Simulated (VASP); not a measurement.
# Br (Immm) in VASP: further runs

One crystal, Br, is run at these levels: r2SCAN, LDA; tasks: single point.

Program: VASP 6.6.1. These are calculated values, not measurements. Logs are shortened: lines on timing, memory, paths and dates and some standing lists are left out, and cuts for length are marked.

### Step 1. The structure

The structure is orthorhombic, space group Immm (No. 71). The conventional cell has a = 2.574 Å, b = 3.440 Å, c = 7.156 Å, α = 90.00°, β = 90.00°, γ = 90.00°. Around Br (site symmetry mmm) lie 2 Br at 2.57 Å.

### Step 2. Single point, r2SCAN

Contents of INCAR:

```
SYSTEM = Br
PREC = Accurate ; ENCUT = 550
EDIFF = 1E-4 ; ISMEAR = 0
SIGMA = 0.05 ; LREAL = .False.
LASPH = .True. ; NELM = 100
ALGO = Normal ; ISIF = 2
LWAVE = .False. ; LCHARG = .False.
METAGGA = R2SCAN ; LMIXTAU = .True.
NBANDS = 10 ; ADDGRID = .False.
```

Contents of KPOINTS:

```
regular mesh
0
Gamma
  8 8 8
  0 0 0
```

Contents of POSCAR:

```
Br
1.0
   -1.2867684050      1.7199972000      3.5779911600
    1.2867684050     -1.7199972000      3.5779911600
    1.2867684050      1.7199972000     -3.5779911600
Br
1
Direct
    0.0000000000      0.0000000000      0.0000000000
```

Potentials or basis: VASP PAW PBE potentials, release 64 (Br).

The run is started by

```console
$ cat potpaw_PBE.64/Br/POTCAR > POTCAR
$ mpirun -np 1 vasp_std > vasp.out
```

OUTCAR:

```text
SYSTEM = Br
   PREC = Accurate
   ENCUT = 550
   EDIFF = 1E-4
   ISMEAR = 0
   LREAL = .False.
   LASPH = .True.
   NELM = 100
   ISIF = 2
   METAGGA = R2SCAN

 Found     95 irreducible k-points:

 Following reciprocal coordinates:
            Coordinates               Weight
  0.000000  0.000000  0.000000      1.000000
  0.125000  0.000000 -0.000000      4.000000
  0.250000  0.000000 -0.000000      4.000000
  0.375000  0.000000 -0.000000      4.000000
  0.500000  0.000000 -0.000000      2.000000
  0.000000  0.125000 -0.000000      4.000000
   k-points           NKPTS =     95   k-points in BZ     NKDIM =     95   number of bands    NBANDS=     10
   number of dos      NEDOS =    301   number of ions     NIONS =      1
   total plane-waves  NPLWV =  32768
   dimension x,y,z NGX =    32 NGY =   32 NGZ =   32
   dimension x,y,z NGXF=    64 NGYF=   64 NGZF=   64
   ions per type =               1
   NGX,Y,Z   is equivalent  to a cutoff of  12.75, 12.75, 12.75 a.u.
   NGXF,Y,Z  is equivalent  to a cutoff of  25.49, 25.49, 25.49 a.u.
 SYSTEM =  Br
   PREC   = accura    normal or accurate (medium, high low for compatibility)
   ISTART =      0    job   : 0-new  1-cont  2-samecut
   ICHARG =      2    charge: 1-file 2-atom 10-const
   ISPIN  =      1    spin polarized calculation?
   LNONCOLLINEAR =      F non collinear calculations
   LSORBIT =      F    spin-orbit coupling
   LASPH  =      T    aspherical Exc in radial PAW
   ENCUT  =  550.0 eV  40.42 Ry    6.36 a.u.   7.98  7.98  7.98*2*pi/ulx,y,z
   NELM   =    100;   NELMIN=  2; NELMDL= -5     # of ELM steps
   EDIFF  = 0.1E-03   stopping-criterion for ELM
   LREAL  =      F    real-space projection
   EDIFFG = 0.1E-02   stopping-criterion for IOM
   NSW    =      0    number of steps for IOM
   IBRION =     -1    ionic relax: 0-MD 1-quasi-New 2-CG
   NFREE  =      0    steps in history (QN), initial steepest desc. (CG)
   ISIF   =      2    stress and relaxation
   ISYM   =      2    0-nonsym 1-usesym 2-fastsym
   POTIM  = 0.5000    time-step for ionic-motion
   TEBEG  =    0.0;   TEEND  =   0.0 temperature during run
   PSTRESS=    0.0 pullay stress
   NELECT =       7.0000    total number of electrons
   NUPDOWN=      -1.0000    fix difference up-down
   EMIN   =  10.00;   EMAX   =-10.00  energy-range for DOS
   EFERMI =   0.00;   METHOD = LEGACY
   ISMEAR =     0;   SIGMA  =   0.05  broadening in eV -4-tet -1-fermi 0-gaus
   EFERMI_NEDOS =   21; number of points for ismear=-14 and -15
   IALGO  =     38    algorithm
   IMIX   =      4    mixing-type and parameters
     AMIX     =   0.40;   BMIX     =  1.00
     AMIX_MAG =   1.60;   BMIX_MAG =  1.00
  volume/ion in A,a.u.               =      31.68       213.76
  Fermi-wavevector in a.u.,A,eV,Ry     =   0.989764  1.870383 13.328717  0.979633
  Thomas-Fermi vector in A             =   2.121386
   LORBIT       =      0    0 simple, 1 ext, 2 COOP (PROOUT), +10 PAW based schemes
   METAGGA = R2SCAN    functional components
   LHFCALC =     F    Hartree Fock is set to
   AEXX    =    0.0000 exact exchange contribution
   IVDW    =     0    specifies the selected vdW correction
   LEPSILON=     F    determine dielectric tensor
   LRPA    =     F    only Hartree local field effects (RPA)
 non-spin polarized calculation
 Gauss-broadening in eV      SIGMA  =   0.05
  energy-cutoff  :      550.00
  volume of cell :       31.68
 maximum number of plane-waves:       942
   NGX = 15   NGY = 15   NGZ = 15

 number of electron       6.9999999 magnetization

 Free energy of the ion-electron system (eV)
  ---------------------------------------------------
  ext. energy  EPLUGINS =         0.00000000
  ---------------------------------------------------
  free energy    TOTEN  =       -13.19435244 eV

  energy without entropy =      -13.19305709  energy(sigma->0) =      -13.19370477

 E-fermi :  -0.2374     XC(G=0):  -8.6387

 val. band max:       -0.2465456198   @ k =   0.5000   0.5000  -0.0000
 cond. band min:      -0.2032866021   @ k =   0.1250   0.3750   0.0000
 fundamental gap:      0.0432590177
 Fermi energy:        -0.2373650493

 k-point     1 :       0.0000    0.0000    0.0000
  band No.  band energies     occupation
      1     -16.5518      2.00000
      2      -2.1452      2.00000
      3      -1.3910      2.00000
      4       4.1018      0.00000
      5       5.8458      0.00000
      6       9.8192      0.00000
      7      12.6255      0.00000
      8      13.6931      0.00000
      9      15.1924      0.00000
     10      20.9261      0.00000

 k-point     2 :       0.1250    0.0000   -0.0000
  band No.  band energies     occupation
      1     -16.4846      2.00000
      2      -2.2615      2.00000
      3      -1.9244      2.00000
      4       4.1245      0.00000
      5       6.4936      0.00000
      6      10.3192      0.00000
      7      11.4176      0.00000
      8      13.7466      0.00000
      9      17.3799      0.00000
     10      21.1122      0.00000

 k-point     3 :       0.2500    0.0000   -0.0000
  band No.  band energies     occupation
      1     -16.3154      2.00000
      2      -3.1721      2.00000
      3      -2.3012      2.00000
      4       4.1802      0.00000
      5       7.4025      0.00000
      6      10.1248      0.00000
      7      12.6680      0.00000
      8      13.8923      0.00000
      9      20.9752      0.00000
     10      21.4533      0.00000

 k-point     4 :       0.3750    0.0000   -0.0000
  band No.  band energies     occupation
      1     -16.1347      2.00000
      2      -4.0995      2.00000
      3      -2.4419      2.00000
      4       4.2374      0.00000
      5       7.1349      0.00000
      6      11.5107      0.00000
      7      13.9632      0.00000
      8      15.1820      0.00000
      9      19.1242      0.00000
     10      20.9114      0.00000

 k-point     5 :       0.5000    0.0000   -0.0000
  band No.  band energies     occupation
      1     -16.0559      2.00000
      2      -4.4508      2.00000
      3      -2.4933      2.00000
      4       4.2615      0.00000
      5       6.8793      0.00000
      6      13.1467      0.00000
      7      13.7740      0.00000
      8      15.6606      0.00000
      9      18.9278      0.00000
     10      20.6135      0.00000

 k-point     6 :       0.0000    0.1250   -0.0000
  band No.  band energies     occupation
      1     -16.2410      2.00000
      2      -1.9925      2.00000
      3      -1.1567      2.00000
      4       1.8594      0.00000
      5       6.3571      0.00000
      6      10.0878      0.00000
      7      13.0489      0.00000
      8      15.6237      0.00000
      9      16.3907      0.00000
     10      16.8526      0.00000

 [... further k-points ...]

------------------------ aborting loop because EDIFF is reached ----------------------------------------

  FORCE on cell =-STRESS in cart. coord.  units (eV):
  Direction    XX          YY          ZZ          XY          YZ          ZX
  --------------------------------------------------------------------------------------
  -------------------------------------------------------------------------------------
  Total       -0.0688964     -0.0761352     -0.0623239      0.0000000      0.0000000      0.0000000
  in kB       -3.4848139     -3.8509551     -3.1523743      0.0000000      0.0000000      0.0000000
  external PRESSURE =      -3.4960478 kB  Pullay stress =       0.0000000 kB

 VOLUME and BASIS-vectors are now :
 -----------------------------------------------------------------------------
  energy-cutoff  :      550.00
  volume of cell :       31.68
      direct lattice vectors                 reciprocal lattice vectors
    -1.286768405  1.719997200  3.577991160     0.000000000  0.290698148  0.139743218
     1.286768405 -1.719997200  3.577991160     0.388570312  0.000000000  0.139743218
     1.286768405  1.719997200 -3.577991160     0.388570312  0.290698148  0.000000000

 POSITION                                       TOTAL-FORCE (eV/Angst)
 -----------------------------------------------------------------------------------
      0.00000      0.00000      0.00000         0.000000      0.000000     -0.000000
 -----------------------------------------------------------------------------------
    total drift:                                0.000000      0.000000      0.000000

  FREE ENERGIE OF THE ION-ELECTRON SYSTEM (eV)
  ---------------------------------------------------
  free  energy   TOTEN  =       -13.1943524420 eV

  energy  without entropy=      -13.1930570935  energy(sigma->0) =      -13.19370477
```

Run time: 83 s. Hardware: 1 thread of Intel Xeon Platinum 8375C at 2.90GHz (Ice Lake), shared host; peak memory 0.19 GiB.

These settings aren't checked as converged: the numbers below hold their error.

Results:

- Free energy: -13.1944 eV
- Pressure: -0.3 GPa
- Band gap on the k mesh: none (metal or under the smearing width)

Caveat: the k mesh is coarse (spacing up to 0.38 Å⁻¹), so the values aren't converged; the PAW data sets were made with another functional, which shifts forces and pressure a little; an odd number of electrons without spin polarisation forces a metal; a magnetic or distorted state may lie lower.

### Step 3. Single point, r2SCAN

Edit INCAR of step 2 so:

```diff
@@ -1,4 +1,4 @@
 SYSTEM = Br
-PREC = Accurate ; ENCUT = 550
-EDIFF = 1E-4 ; ISMEAR = 0
+PREC = Accurate ; ENCUT = 450
+EDIFF = 1E-6 ; ISMEAR = 0
 SIGMA = 0.05 ; LREAL = .False.
```

Contents of KPOINTS:

```
regular mesh
0
Gamma
  9 9 9
  0 0 0
```

POSCAR is that of step 2.

Potentials or basis: VASP PAW PBE potentials, release 64 (Br).

The run is started by

```console
$ cat potpaw_PBE.64/Br/POTCAR > POTCAR
$ mpirun -np 1 vasp_std > vasp.out
```

Run time: 3.1 min. Hardware: 1 thread of Intel Xeon Platinum 8375C at 2.90GHz (Ice Lake), shared host; peak memory 0.19 GiB.

The run converged, but some of its settings lie outside the range that counts as converged, so its numbers aren't taken as properties of the crystal.

Results:

| Property | Result |
| --- | --- |
| Free energy | -13.1095 eV |
| Pressure | 0.9 GPa |
| Band gap on the k mesh | none (metal or under the smearing width) |

Caveat: the PAW data sets were made with another functional, which shifts forces and pressure a little; an odd number of electrons without spin polarisation forces a metal; a magnetic or distorted state may lie lower.

### Step 4. Single point, r2SCAN

Edit INCAR of step 3 so:

```diff
@@ -1,3 +1,3 @@
 SYSTEM = Br
-PREC = Accurate ; ENCUT = 450
+PREC = Accurate ; ENCUT = 550
 EDIFF = 1E-6 ; ISMEAR = 0
```

KPOINTS is that of step 3.

POSCAR is that of step 3.

The run is started by

```console
$ cat potpaw_PBE.64/Br/POTCAR > POTCAR
$ mpirun -np 1 vasp_std > vasp.out
```

Wall time 2.2 min (1 thread of Intel Xeon Platinum 8375C at 2.90GHz (Ice Lake), shared host); peak memory 0.2 GiB.

The run converged, but some of its settings lie outside the range that counts as converged, so its numbers aren't taken as properties of the crystal.

Results:

```
Free energy            : -13.1101 eV
Pressure               : 0.9 GPa
Band gap on the k mesh : none (metal or under the smearing width)
```

Caveat: the PAW data sets were made with another functional, which shifts forces and pressure a little; an odd number of electrons without spin polarisation forces a metal; a magnetic or distorted state may lie lower.

### Step 5. Single point, r2SCAN

Edit INCAR of step 4 so:

```diff
@@ -1,3 +1,3 @@
 SYSTEM = Br
-PREC = Accurate ; ENCUT = 550
+PREC = Accurate ; ENCUT = 700
 EDIFF = 1E-6 ; ISMEAR = 0
```

Contents of KPOINTS:

```
regular mesh
0
Gamma
  8 8 8
  0 0 0
```

POSCAR is that of step 4.

The run is started by

```console
$ cat potpaw_PBE.64/Br/POTCAR > POTCAR
$ mpirun -np 1 vasp_std > vasp.out
```

Run time: 2.7 min. Hardware: 1 thread of Intel Xeon Platinum 8375C at 2.90GHz (Ice Lake), shared host; peak memory 0.23 GiB.

The run converged, but some of its settings lie outside the range that counts as converged, so its numbers aren't taken as properties of the crystal.

Results:

```
Free energy            : -13.1954 eV
Pressure               : -0.1 GPa
Band gap on the k mesh : none (metal or under the smearing width)
```

Caveat: the k mesh is coarse (spacing up to 0.38 Å⁻¹), so the values aren't converged; the PAW data sets were made with another functional, which shifts forces and pressure a little; an odd number of electrons without spin polarisation forces a metal; a magnetic or distorted state may lie lower.

### Step 6. Single point, LDA

Contents of INCAR:

```
SYSTEM = Br
PREC = Accurate ; ENCUT = 500
EDIFF = 1E-6 ; ISMEAR = 0
SIGMA = 0.02 ; LREAL = .False.
LASPH = .True. ; NELM = 100
ALGO = Normal ; ISIF = 2
LWAVE = .False. ; LCHARG = .True.
GGA = CA ; LELF = .True.
LVHAR = .True. ; NBANDS = 10
```

Contents of KPOINTS:

```
regular mesh
0
Gamma
  13 13 13
  0 0 0
```

POSCAR is that of step 5.

Potentials or basis: VASP PAW LDA potentials, release 64 (Br).

The run is started by

```console
$ cat potpaw_LDA.64/Br/POTCAR > POTCAR
$ mpirun -np 1 vasp_std > vasp.out
```

It took 54 s on 1 thread of AMD EPYC 9R45 (Zen 5), shared host; peak memory 0.19 GiB.

It converged, with:

| Item | Value |
| --- | --- |
| Free energy | -2.0435 eV |
| Pressure | -2.3 GPa |
| Band gap on the k mesh | none (metal or under the smearing width) |

Stress tensor (GPa, compression positive):
```
-3.88  0.00  0.00
 0.00 -2.03  0.00
 0.00  0.00 -1.09
```

Levels at points of the mesh, in eV from the Fermi level:
```csv
k point,band 1,band 2,band 3,band 4,band 5,band 6,band 7,band 8
"(0.00, 0.00, 0.00)",-15.74,-1.79,-1.06,3.95,5.09,9.20,12.01,13.00
```

Caveat: an odd number of electrons without spin polarisation forces a metal; a magnetic or distorted state may lie lower.

### Step 7. For comparison

An earlier run on the cell as given: functional PBE; potentials or basis VASP PAW PBE potentials, release 64 (Br); cutoff 520 eV; k mesh 13 × 13 × 13; occupations fermi-dirac, width 0.05 eV; no spin polarisation.

* Pressure: 1.1 GPa
* Band gap on the k mesh: none (metal or under the smearing width)
